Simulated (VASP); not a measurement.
# Ru (P6_3/mmc) in VASP: a series of runs

The runs below take Ru through single point, with PBEsol.

Everything below comes from runs of VASP 6.6.1. Logs are shortened: lines on timing, memory, paths and dates and some standing lists are left out, and cuts for length are marked.

### 1 The undisturbed crystal

The structure is hexagonal, space group P6_3/mmc (No. 194). Conventional cell: a = 2.706 Å, b = 2.706 Å, c = 4.282 Å, α = 90.00°, β = 90.00°, γ = 120.00°. Ru (site symmetry -6m2) is surrounded by 12 Ru at 2.65 to 2.71 Å.

### 2 Single point, PBEsol (grid = ENCUT=400 dk=0.35 cell=3x3x2 ISMEAR=1 SIGMA=0.2 LREAL=Auto EDIFF=1e-06)

The input, INCAR:

```
PREC = Accurate
ENCUT = 400
EDIFF = 1E-6
ISMEAR = 1
SIGMA = 0.2
LREAL = Auto
LASPH = True
NELM = 120
ALGO = Fast
ISIF = 2
LWAVE = False
LCHARG = False
GGA = PS
NBANDS = 288
NCORE = 1
KPAR = 2
```

The input, KPOINTS:

```
regular mesh
0
Gamma
  3 3 3
```

The input, POSCAR:

```
Ru
1.0
    8.1174000000      0.0000000000      0.0000000000
   -4.0587000000      7.0298746128      0.0000000000
    0.0000000000      0.0000000000      8.5638000000
Ru
36
Direct
    0.2222222222      0.1111111111      0.3750000000
    0.2222222222      0.1111111111      0.8750000000
    0.2222222222      0.4444444444      0.3750000000
    0.2222222222      0.4444444444      0.8750000000
    0.2222222222      0.7777777778      0.3750000000
    0.2222222222      0.7777777778      0.8750000000
    0.5555555556      0.1111111111      0.3750000000
    0.5555555556      0.1111111111      0.8750000000
    0.5555555556      0.4444444444      0.3750000000
    0.5555555556      0.4444444444      0.8750000000
    0.5555555556      0.7777777778      0.3750000000
    0.5555555556      0.7777777778      0.8750000000
    0.8888888889      0.1111111111      0.3750000000
    0.8888888889      0.1111111111      0.8750000000
    0.8888888889      0.4444444444      0.3750000000
    0.8888888889      0.4444444444      0.8750000000
    0.8888888889      0.7777777778      0.3750000000
    0.8888888889      0.7777777778      0.8750000000
    0.1111111111      0.2222222222      0.1250000000
    0.1111111111      0.2222222222      0.6250000000
    0.1111111111      0.5555555556      0.1250000000
    0.1111111111      0.5555555556      0.6250000000
    0.1111111111      0.8888888889      0.1250000000
    0.1111111111      0.8888888889      0.6250000000
    0.4444444444      0.2222222222      0.1250000000
    0.4444444444      0.2222222222      0.6250000000
    0.4444444444      0.5555555556      0.1250000000
    0.4444444444      0.5555555556      0.6250000000
    0.4444444444      0.8888888889      0.1250000000
    0.4444444444      0.8888888889      0.6250000000
    0.7777777778      0.2222222222      0.1250000000
    0.7777777778      0.2222222222      0.6250000000
    0.7777777778      0.5555555556      0.1250000000
    0.7777777778      0.5555555556      0.6250000000
    0.7777777778      0.8888888889      0.1250000000
    0.7777777778      0.8888888889      0.6250000000
```

Potentials or basis: VASP PAW PBE potentials, release 64 (Ru_pv).

Command:

```
cat potpaw_PBE.64/Ru_pv/POTCAR > POTCAR
mpirun -np 4 vasp_std > vasp.out
```

OUTCAR:

```text
PREC = Accurate
   ENCUT = 400
   EDIFF = 1E-6
   ISMEAR = 1
   LREAL = Auto
   LASPH = True
   NELM = 120
   ISIF = 2
   GGA = PS

 Found      6 irreducible k-points:

 Following reciprocal coordinates:
            Coordinates               Weight
  0.000000  0.000000  0.000000      1.000000
  0.333333  0.000000  0.000000      6.000000
  0.333333  0.333333  0.000000      2.000000
  0.000000  0.000000  0.333333      2.000000
  0.333333  0.000000  0.333333     12.000000
  0.333333  0.333333  0.333333      4.000000
   k-points           NKPTS =      6   k-points in BZ     NKDIM =      6   number of bands    NBANDS=    288
   number of dos      NEDOS =    301   number of ions     NIONS =     36
   total plane-waves  NPLWV = 163296
   dimension x,y,z NGX =    54 NGY =   54 NGZ =   56
   dimension x,y,z NGXF=   108 NGYF=  108 NGZF=  112
   ions per type =              36
   NGX,Y,Z   is equivalent  to a cutoff of  11.06, 11.06, 10.87 a.u.
   NGXF,Y,Z  is equivalent  to a cutoff of  22.12, 22.12, 21.74 a.u.
 SYSTEM =  unknown system
   PREC   = accura    normal or accurate (medium, high low for compatibility)
   ISTART =      0    job   : 0-new  1-cont  2-samecut
   ICHARG =      2    charge: 1-file 2-atom 10-const
   ISPIN  =      1    spin polarized calculation?
   LNONCOLLINEAR =      F non collinear calculations
   LSORBIT =      F    spin-orbit coupling
   LASPH  =      T    aspherical Exc in radial PAW
   ENCUT  =  400.0 eV  29.40 Ry    5.42 a.u.  13.24 13.24 13.97*2*pi/ulx,y,z
   NELM   =    120;   NELMIN=  2; NELMDL= -5     # of ELM steps
   EDIFF  = 0.1E-05   stopping-criterion for ELM
   LREAL  =      T    real-space projection
   EDIFFG = 0.1E-04   stopping-criterion for IOM
   NSW    =      0    number of steps for IOM
   IBRION =     -1    ionic relax: 0-MD 1-quasi-New 2-CG
   NFREE  =      0    steps in history (QN), initial steepest desc. (CG)
   ISIF   =      2    stress and relaxation
   ISYM   =      2    0-nonsym 1-usesym 2-fastsym
   POTIM  = 0.5000    time-step for ionic-motion
   TEBEG  =    0.0;   TEEND  =   0.0 temperature during run
   PSTRESS=    0.0 pullay stress
   NELECT =     504.0000    total number of electrons
   NUPDOWN=      -1.0000    fix difference up-down
   EMIN   =  10.00;   EMAX   =-10.00  energy-range for DOS
   EFERMI =   0.00;   METHOD = LEGACY
   ISMEAR =     1;   SIGMA  =   0.20  broadening in eV -4-tet -1-fermi 0-gaus
   EFERMI_NEDOS =   21; number of points for ismear=-14 and -15
   IALGO  =     68    algorithm
   IMIX   =      4    mixing-type and parameters
     AMIX     =   0.40;   BMIX     =  1.00
     AMIX_MAG =   1.60;   BMIX_MAG =  1.00
  volume/ion in A,a.u.               =      13.57        91.61
  Fermi-wavevector in a.u.,A,eV,Ry     =   1.654022  3.125649 37.222674  2.735789
  Thomas-Fermi vector in A             =   2.742361
   LORBIT       =      0    0 simple, 1 ext, 2 COOP (PROOUT), +10 PAW based schemes
   GGA     = PS    functional components
   LHFCALC =     F    Hartree Fock is set to
   AEXX    =    0.0000 exact exchange contribution
   IVDW    =     0    specifies the selected vdW correction
   LEPSILON=     F    determine dielectric tensor
   LRPA    =     F    only Hartree local field effects (RPA)
 non-spin polarized calculation
 RMM-DIIS sequential band-by-band and
 Methfessel and Paxton  Order N= 1 SIGMA  =   0.20
  energy-cutoff  :      400.00
  volume of cell :      488.69
 maximum number of plane-waves:      8889
 NGX is ok and might be reduce to    54
   NGX = 27   NGY = 27   NGZ = 27

 number of electron     504.0000132 magnetization

 Free energy of the ion-electron system (eV)
  ---------------------------------------------------
  ext. energy  EPLUGINS =         0.00000000
  ---------------------------------------------------
  free energy    TOTEN  =      -366.27517025 eV

  energy without entropy =     -366.37154306  energy(sigma->0) =     -366.30729452

 E-fermi :  12.7473     XC(G=0): -14.2821

 val. band max:       12.6914389239   @ k =   0.3333   0.3333   0.0000
 cond. band min:      12.7758686119   @ k =   0.3333   0.3333   0.3333
 fundamental gap:      0.0844296880
 Fermi energy:        12.7472904266

 k-point     1 :       0.0000    0.0000    0.0000
  band No.  band energies     occupation
      1     -30.8889      2.00000
      2     -30.6569      2.00000
      3     -30.6569      2.00000
      4     -30.6569      2.00000
      5     -30.6569      2.00000
      6     -30.6426      2.00000
[... 256 lines left out ...]
    263      13.3650     -0.00011
    264      13.3651     -0.00011

 k-point     2 :       0.3333    0.0000    0.0000
  band No.  band energies     occupation
      1     -30.8473      2.00000
      2     -30.7792      2.00000
      3     -30.7792      2.00000
      4     -30.7318      2.00000
      5     -30.7088      2.00000
      6     -30.7088      2.00000
[... 256 lines left out ...]
    263      13.4210     -0.00002
    264      13.5550     -0.00000

 k-point     3 :       0.3333    0.3333    0.0000
  band No.  band energies     occupation
      1     -30.7716      2.00000
      2     -30.7716      2.00000
      3     -30.7716      2.00000
      4     -30.7716      2.00000
      5     -30.7716      2.00000
      6     -30.7716      2.00000
[... 256 lines left out ...]
    263      13.8918     -0.00000
    264      13.8931     -0.00000

 k-point     4 :       0.0000    0.0000    0.3333
  band No.  band energies     occupation
      1     -30.8162      2.00000
      2     -30.6905      2.00000
      3     -30.6905      2.00000
      4     -30.6905      2.00000
      5     -30.6905      2.00000
      6     -30.6905      2.00000
[... 256 lines left out ...]
    263      13.2362     -0.00296
    264      13.2365     -0.00293

 k-point     5 :       0.3333    0.0000    0.3333
  band No.  band energies     occupation
      1     -30.8020      2.00000
      2     -30.7822      2.00000
      3     -30.7518      2.00000
      4     -30.7319      2.00000
      5     -30.7319      2.00000
      6     -30.6978      2.00000
[... 256 lines left out ...]
    263      13.2965     -0.00072
    264      13.2966     -0.00072

 k-point     6 :       0.3333    0.3333    0.3333
  band No.  band energies     occupation
      1     -30.7886      2.00000
      2     -30.7886      2.00000
      3     -30.7886      2.00000
      4     -30.7393      2.00000
      5     -30.7393      2.00000
      6     -30.7393      2.00000
[... 256 lines left out ...]
    263      13.5089     -0.00000
    264      13.5090     -0.00000
 [bands above 264 left out]

------------------------ aborting loop because EDIFF is reached ----------------------------------------

  FORCE on cell =-STRESS in cart. coord.  units (eV):
  Direction    XX          YY          ZZ          XY          YZ          ZX
  --------------------------------------------------------------------------------------
  -------------------------------------------------------------------------------------
  Total      -22.3560010    -22.3560010    -23.8818445      0.0000000      0.0000000      0.0000000
  in kB      -73.2948839    -73.2948839    -78.2974118      0.0000000      0.0000000      0.0000000
  external PRESSURE =     -74.9623932 kB  Pullay stress =       0.0000000 kB

 VOLUME and BASIS-vectors are now :
 -----------------------------------------------------------------------------
  energy-cutoff  :      400.00
  volume of cell :      488.69
      direct lattice vectors                 reciprocal lattice vectors
     8.117400000  0.000000000  0.000000000     0.123192155  0.071125024  0.000000000
    -4.058700000  7.029874613  0.000000000     0.000000000  0.142250048  0.000000000
     0.000000000  0.000000000  8.563800000     0.000000000  0.000000000  0.116770592

 POSITION                                       TOTAL-FORCE (eV/Angst)
 -----------------------------------------------------------------------------------
      1.35290      0.78110      3.21143         0.000000     -0.000000      0.000000
      1.35290      0.78110      7.49333         0.000000      0.000000     -0.000000
      0.00000      3.12439      3.21143         0.000000      0.000000      0.000000
      0.00000      3.12439      7.49333         0.000000      0.000000     -0.000000
     -1.35290      5.46768      3.21143         0.000000      0.000000      0.000000
     -1.35290      5.46768      7.49333         0.000000     -0.000000     -0.000000
[... 28 lines left out ...]
      2.70580      6.24878      1.07048        -0.000000     -0.000000      0.000000
      2.70580      6.24878      5.35238        -0.000000     -0.000000     -0.000000
 -----------------------------------------------------------------------------------
    total drift:                                0.000000      0.000000      0.000000

  FREE ENERGIE OF THE ION-ELECTRON SYSTEM (eV)
  ---------------------------------------------------
  free  energy   TOTEN  =      -366.2751702518 eV

  energy  without entropy=     -366.3715430593  energy(sigma->0) =     -366.30729452
```

It took 3.9 min on 4 MPI ranks of Intel Xeon 6975P-C (Granite Rapids), shared host; peak memory 0.44 GiB.

These settings aren't checked as converged: the numbers below hold their error.

Results:

| Quantity | Value |
| --- | --- |
| Free energy | -366.2752 eV |
| Pressure | -7.5 GPa |
| Band gap on the k mesh | none (metal or under the smearing width) |

Caveat: the PAW data sets were made with another functional, which shifts forces and pressure a little.

### 3 Single point, PBEsol (grid = ENCUT=400 dk=0.35 cell=3x3x2 ISMEAR=1 SIGMA=0.1 LREAL=Auto EDIFF=0.0001)

Changes to INCAR since step 2:

```diff
@@ -2,5 +2,5 @@
 ENCUT = 400
-EDIFF = 1E-6
+EDIFF = 1E-4
 ISMEAR = 1
-SIGMA = 0.2
+SIGMA = 0.1
 LREAL = Auto
```

KPOINTS is that of step 2.

POSCAR is that of step 2.

Potentials or basis: VASP PAW PBE potentials, release 64 (Ru_pv).

Command:

```
cat potpaw_PBE.64/Ru_pv/POTCAR > POTCAR
mpirun -np 4 vasp_std > vasp.out
```

Wall time 3 min (4 MPI ranks of Intel Xeon 6975P-C (Granite Rapids), shared host); peak memory 0.43 GiB.

These settings aren't checked as converged: the numbers below hold their error.

What came out:

* Free energy: -366.3095 eV
* Pressure: -7.4 GPa
* Band gap on the k mesh: none (metal or under the smearing width)

Caveat: the PAW data sets were made with another functional, which shifts forces and pressure a little.

[end of part 1 of 2]
